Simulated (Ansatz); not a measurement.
## Hf: a fit and a missing row

Hf, Im-3m, a = 3.545 Å. This isn't the element's structure at ambient conditions. Ansatz: PBE, PAW, 420 eV, Γ-centred 16×16×16 mesh on 1 atom, Gaussian smearing 0.10 eV; no spin polarisation. Symmetry fixes shape and atoms, so the cell is only scaled; pressure is positive in compression.

```
V (Å³/atom) P (GPa)
     19.596    15.93
     20.264    11.15
     20.932     6.95
     21.600     3.24
     22.268    -0.01
     22.936    -2.86
     23.604    -5.32
     24.495        ?
```

**Question.** Take V0 = 22.268 Å³/atom, count pressures from its P0 = -0.01 GPa, fit the third-order Birch–Murnaghan form to the other rows, and predict the missing pressure.

**Answer.** With the Eulerian strain f = ½[(V0/V)^(2/3) − 1] and y = (P − P0)/[3f(1 + 2f)^(5/2)], the form is the line y = B0 + 1.5 B0 (B0′ − 4) f. Rows (f, y): 0.04448, 96.5; 0.03244, 98.0; 0.02106, 99.4; 0.01026, 100.4; -0.00976, 102.3; -0.01905, 102.4. Means f = 0.01324, y = 99.833; Σ(Δf)² = 0.002986, ΣΔfΔy = -0.2840; the slope is their ratio. y = 101.1 − 95.11 f GPa, so B0 = 101.1 GPa and B0′ = 4 + 2 × (-95.11)/(3 × 101.1) = 3.37. At V = 24.495, f = -0.03078, y = 104.03 and P = -8.21 GPa. The run gave -8.12 GPa, so the fit is 0.09 GPa too low, a small miss on the scale of the series. The form still works here, 22 % of the fitted range beyond its end.

Spin–orbit coupling is left out, which can shift energies with elements as heavy as these.